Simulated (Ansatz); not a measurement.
This is a one-shot G0W0 calculation with the plane-wave code Ansatz on MgO (rocksalt); the level of theory is G0W0@PBE0 with 101 empty bands, a screening cutoff of 180 eV and an 8×8×8 mesh. The geometry is the r2SCAN minimum.

```yaml
crystal:
  lattice:
    - [0.0, 2.1021674155, 2.1021674155]
    - [2.1021674155, 0.0, 2.1021674155]
    - [2.1021674155, 2.1021674155, 0.0]
  atoms:
    - { symbol: Mg, position: [0.0, 0.0, 0.0] }
    - { symbol: O, position: [0.5, 0.5, 0.5] }
kpoints:
  mp_grid: { grid: [8, 8, 8] }
hamiltonian:
  xc: pbe0
scf:
  occupations: { method: fixed }
gw:
  n_empty_bands: 101
  ecut_chi: 180
  qp_bands: [v2, c2]
  qp_kpoints: band_edges
  screening: { model: contour_deformation }
```

Some lines of the output have been replaced by numbered gaps.
```
Functional definition: PBE0
Crystal: 2 atoms, lattice volume = 18.579 Å³
Basis set: ecut = 420 eV, 339 PW (Γ)
Bands: 12, of which v1, the nominal top of the filled ones, is band 8 counted from 1 (7 counted from 0)
[1]
[warm-up without exact exchange]
SCF 1 stopped early in 2 iterations: F = -2494.128408 eV  dr2 = 5.16e-6
[exact exchange on]
Exchange kernel: α = 0.2500, full range, Wigner–Seitz truncation, v(0) = 15563.7187 eV·Å³, q-mesh 8×8×8
SCF 2 stopped early in 6 iterations: F = -2494.601865 eV  dr2 = 8.11e-7
hybrid outer 1: dexx = +4.351e-3 eV, tail = 4.74e-5 eV
SCF 3 converged in 2 iterations: F = -2494.601882 eV  dr2 = 4.45e-8
hybrid outer 2: dexx = +1.800e-7 eV, tail = 1.05e-7 eV, Δε = 3.64e-3 eV
Free energy (F): -2494.601882 eV
Fermi energy:    6.556435 eV
--- Per-component energies (eV) ---
  E_band       = -345.470923
  E_kinetic    = 256.990479
  E_local      = -1599.427648
  E_nonlocal   = 141.241608
  E_hartree    = 554.103983
  E_xc         = -81.412261
  E_vxc        = -104.300871
  E_exx        = -78.210244
  E_paw        = -396.094069
  E_vpaw       = 8.234556
  E_ewald      = -1291.736425
  E_core_change = -0.059803
--- Band table (eV; the first three rows and the last of 29) ---
  k-point 0: bands = […, -34.9476, -34.9476, -12.3116, 6.5564, 6.5564, 6.5564, 13.8363, 25.1583]
  k-point 1: bands = […, -34.9488, -34.9488, -12.1323, 5.5722, 6.4413, 6.4413, 14.7754, 23.4276]
  k-point 2: bands = […, -34.9516, -34.9516, -11.6680, 3.7275, 6.1772, 6.1772, 16.3031, 21.9369]
  k-point 28: bands = […, -34.9998, -34.9789, -10.6080, 3.3687, 3.3687, 4.6399, 21.0432, 21.0432]
--- G₀W₀: contour deformation, 6 samples at zero and on the imaginary axis and 4 off it, 512 q-points, 101 empty bands' worth ---
    ik  band        ε_KS         Σx   Σc(E_QP)       V_xc       Z   E_QP_lin       E_QP  E_QP is
     0     7      6.5564   -26.4433     3.4730   -22.5444  0.8270     6.1295     6.1305  root
     0     8      6.5564   -26.4433     3.4730   -22.5444  0.8270     6.1295     6.1305  root
     0     9     13.8363    -9.6761    -3.4569   -13.7719  0.8750    14.4766    14.4751  root
     0    10     25.1583    -3.6578    -4.3509    -8.4670  0.8712    25.6178    25.6166  root
     1     7      6.4413   -26.3382     3.4881   -22.4111  0.8267     6.0012     6.0023  root
     1     8      6.4413   -26.3382     3.4881   -22.4111  0.8267  [2]
     1     9     14.7754   -10.2860    -3.4598   -14.4333  0.8700    15.4646    15.4629  root
     1    10     23.4276    -3.9688    -4.3409    -8.7575  0.8680  [3]
     2     7      6.1772   -26.1073     3.5227   -22.1160  0.8261     5.7073     5.7086  root
     2     8      6.1772   -26.1073     3.5227   -22.1160  0.8261     5.7073     5.7086  root
     2     9     16.3031    -9.6360    -3.6667   -14.0125  0.8675    17.0148    17.0128  root
     2    10     21.9369    -5.9242    -4.3142   -10.8376  0.8610    22.5381    22.5361  root
     3     7      5.9300   -25.9037     3.5548   -21.8534  0.8254  [4]
     3     8      5.9300   -25.9037     3.5548   -21.8534  0.8254     5.4331     5.4345  root
     3     9     16.9868    -7.5566    -3.7808   -11.9413  0.8744    17.5922    17.5907  root
     3    10     21.9497    -8.9768    -4.5136   -14.3456  0.8431    22.8097    22.8050  root
     4     7      5.8317   -25.8263     3.5675   -21.7531  0.8252     5.3245     5.3260  root
     4     8      5.8317   -25.8263     3.5675   -21.7531  0.8252     5.3245     5.3260  root
     4     9     17.0483    -6.7797    -3.7836   -11.1174  0.8778    17.6036    17.6024  root
     4    10     22.2978   -10.1947    -4.6777   -15.8367  0.8342  [5]
     5     7      6.3009   -26.2315     3.4989   -22.2779  0.8266     5.8451     5.8463  root
     5     8      6.3009   -26.2315     3.4989   -22.2779  0.8266     5.8451     5.8463  root
     5     9     15.0884   -10.4936    -3.4741   -14.6756  0.8682    15.7983    15.7964  root
     5    10     22.8624    -3.4062    -4.2644    -8.0634  0.8731    23.2561    23.2552  root
    10     7      5.4823   -25.4439     3.5508   -21.3548  0.8256     4.9423     4.9441  root
    10     8      6.0920   -26.0257     3.5384   -22.0096  0.8257  [6]
    10     9     17.3209    -9.4691    -3.7950   -14.0015  0.8645    18.0608    18.0584  root
    10    10     21.4389    -6.3566    -4.2601   -11.2449  0.8606  [7]
    11     7      5.9844   -25.9089     3.5163   -21.9039  0.8264     5.4943     5.4957  root
    11     8      6.3500   -26.2461     3.5054   -22.2915  0.8263     5.8997     5.9008  root
    11     9     15.9251   -10.4732    -3.5797   -14.7939  0.8654    16.6683    16.6661  root
    11    10     22.1775    -4.3970    -4.2539    -9.1228  0.8692    22.6505    22.6493  root
    17     7      5.2629   -25.5912     3.6198   -21.4111  0.8246     4.7006     4.7025  root
    17     8      5.2629   -25.5912     3.6198   -21.4111  0.8246     4.7006     4.7025  root
    17     9     18.7282    -3.7419    -3.8994    -8.0136  0.8838    19.1010    19.1003  root
    17    10     19.0868    -8.7613    -4.0630   -13.5882  0.8671    19.8535    19.8508  root
  […]
```

The points are ik 0 = (0, 0, 0) (Γ), ik 1 = (0, 0, 1/8), ik 2 = (0, 0, 1/4), ik 3 = (0, 0, 3/8), ik 4 = (0, 0, -1/2), ik 5 = (0, 1/8, 1/8), ik 10 = (0, 1/8, -1/4), ik 11 = (0, 1/8, -1/8), ik 17 = (0, 3/8, 3/8), ik 18 = (0, 3/8, -1/2), ik 20 = (0, -1/2, -1/2), ik 24 = (1/8, 3/8, -1/2); band 8 is the last filled one.

Question: What stood in the gaps? They hold quasiparticle rows, the symmetry found.

Answer:
```
[1]
Symmetry: 48 space group operations
Space group: Fm-3m (ITA 225)
[2]
     1     8      6.4413   -26.3382     3.4881   -22.4111  0.8267     6.0012     6.0023  root
[3]
     1    10     23.4276    -3.9688    -4.3409    -8.7575  0.8680    23.8766    23.8755  root
[4]
     3     7      5.9300   -25.9037     3.5548   -21.8534  0.8254     5.4331     5.4345  root
[5]
     4    10     22.2978   -10.1947    -4.6777   -15.8367  0.8342    23.2687    23.2622  root
[6]
    10     8      6.0920   -26.0257     3.5384   -22.0096  0.8257     5.6129     5.6142  root
[7]
    10    10     21.4389    -6.3566    -4.2601   -11.2449  0.8606    22.0694    22.0672  root
```
The trailing digits, and the zero of the energies, depend on the potentials and thresholds.

Question: What wall time did it need on 1 × NVIDIA H100 80GB HBM3 with 2 threads of AMD EPYC 7R13 Processor (Zen 3), with other jobs on the host, load about 1.4 per core, and how much host memory at the peak?

Answer: About 6.5 min, with a peak of 1.6 GiB.

(Simulation; spin polarisation is off.)
